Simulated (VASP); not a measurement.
Write the native input for VASP 6.6.1 that does the following.

* Task: relaxation of cell and atoms
* Functional: AM05
* Potentials or basis: VASP PAW PBE potentials, release 64 (Ba_sv, Zr_sv, O)
* Cutoff: 600 eV
* k mesh: 6 × 6 × 6
* Occupations: gaussian, width 0.03 eV
* Spin: no spin polarisation
* Further INCAR settings: ALGO = Normal; EDIFF = 1e-06; IBRION = 2; EDIFFG = -0.01; NSW = 90; ISIF = 3

The structure of BaZrO3 lies in POSCAR:

```
BaZrO3
1.0
    4.1913400000      0.0000000000      0.0000000000
    0.0000000000      4.1913400000      0.0000000000
    0.0000000000      0.0000000000      4.1913400000
Ba Zr O
1 1 3
Direct
    0.0000000000      0.0000000000      0.0000000000
    0.5000000000      0.5000000000      0.5000000000
    0.0000000000      0.5000000000      0.5000000000
    0.5000000000      0.0000000000      0.5000000000
    0.5000000000      0.5000000000      0.0000000000
```

These files were run (other wordings do the same):

INCAR

```
ALGO = Normal ; EDIFF = 1E-6
EDIFFG = -0.01 ; ENCUT = 600
GGA = AM ; IBRION = 2
ISIF = 3 ; ISMEAR = 0
LASPH = T ; LCHARG = F
LREAL = F ; LWAVE = F
NELM = 80 ; NSW = 90
PREC = Accurate ; SIGMA = 0.03
```

KPOINTS

```
k-points
0
Gamma
  6 6 6
```

Potentials or basis: VASP PAW PBE potentials, release 64 (Ba_sv, Zr_sv, O).

Launch:

```bash
$ cat potpaw_PBE.64/Ba_sv/POTCAR potpaw_PBE.64/Zr_sv/POTCAR potpaw_PBE.64/O/POTCAR > POTCAR
$ mpirun -np 1 vasp_std > vasp.out
```

Results of the run:

```yaml
Relaxed_volume: 14.76 Å³/atom
Relaxed_cell: a = 4.195 Å, b = 4.195 Å, c = 4.195 Å, α = 90.00°, β = 90.00°, γ = 90.00°
Space_group_after_relaxing_to_0.05_Å: Pm-3m (No. 221)
Energy_gained_by_relaxing: 0.0 meV/atom
Ionic_steps: 3
Pressure_after_relaxing: 0.0 GPa
Band_gap_on_the_k_mesh: 3.12 eV, indirect (least direct gap 3.34 eV)
```

Caveat: the PAW data sets were made with another functional, which shifts forces and pressure a little; spin-orbit coupling is left out, which moves the levels of the heavy elements.

Run time: 45 s on 1 thread of Intel(R) Xeon(R) 6975P-C (Granite Rapids), on a shared host, peak memory 0.24 GiB.
